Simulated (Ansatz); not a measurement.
Input deck for Ansatz 0.2.0, then the block of the output on the nuclei.

The cell is an entry of the Crystallography Open Database (COD), relaxed with PBE at fixed cell and then changed (volume scaled by 1.02, ions relaxed).

```yaml
crystal:
  lattice:
    - [-3.2587900288, 3.2587900288, 3.2587900288]
    - [3.2587900288, -3.2587900288, 3.2587900288]
    - [3.2587900288, 3.2587900288, -3.2587900288]
  atoms:
    - { symbol: Si, position: [0.25, 0.125, 0.875] }
    - { symbol: Si, position: [0.875, 0.25, 0.125] }
    - { symbol: Si, position: [0.75, 0.375, 0.625] }
    - { symbol: Si, position: [0.625, 0.75, 0.375] }
    - { symbol: Si, position: [0.125, 0.875, 0.25] }
    - { symbol: Si, position: [0.375, 0.625, 0.75] }
    - { symbol: "N", position: [0.5628, 0.5628, 0.5628] }
    - { symbol: "N", position: [0.4372, 0.5, 0.0] }
    - { symbol: "N", position: [0.5, 0.0, 0.9372] }
    - { symbol: "N", position: [0.0, 0.4372, 0.5] }
    - { symbol: "N", position: [0.9372, 0.5, 0.0] }
    - { symbol: "N", position: [0.0628, 0.0628, 0.0628] }
    - { symbol: "N", position: [0.0, 0.9372, 0.5] }
    - { symbol: "N", position: [0.5, 0.0, 0.4372] }
kpoints:
  mp_grid: { grid: [6, 6, 6] }
scf:
  occupations: { method: fermi_dirac, width: 0.02 }
hamiltonian:
  xc: pbe
  pseudopotentials: { kind: paw }
output:
  forces: true
  stress: true
  populations: true
  efg:
    quadrupole_moments_barn: { "N": 0.02044 }
    contact_densities: true
  write_density: true
  write_potential: true
  elf: true
  volumetric_format: npy
relax:
  f_tol: 0.02
  max_steps: 60
```

```sh
ansatz run input.yaml --threads 4 --pin off --max-ram 8192MiB --backend cpu --events-out ev --progress --plain --runs-dir out
```

The run relaxes the ions first, and the block belongs to the relaxed positions.

Of the output, the block on the nuclei alone is shown; the set-up, the SCF iterations, energies, forces and stress are cut. One atom of each set with nearly equal values is shown.

```
--- PAW observables at the nuclei: V_zz in 10²¹ V/m², potentials from the cell's mean, atoms counted from 1 ---
  atom   1  Si V_zz =    -0.108211   η = 0.0000   by run symmetry: allowed
            electrostatic potential = -1360.471282 V   contact ρ = 12804.401307 e/Å³
  atom   7  N  V_zz =    -5.935277   η = 0.0000   by run symmetry: allowed   C_q = -2.9334 MHz
            electrostatic potential = -516.910611 V   contact ρ = 1411.909482 e/Å³
```

The relaxation (2 steps) took 5.9 s of wall time (21 s of CPU time) and 0.5 GiB at its peak, on 4 threads of Arm Neoverse V1 (aarch64; 8 cores open to the job, memory cap 8.0 GiB, no GPU), a shared host with a load of 0.5 a core.
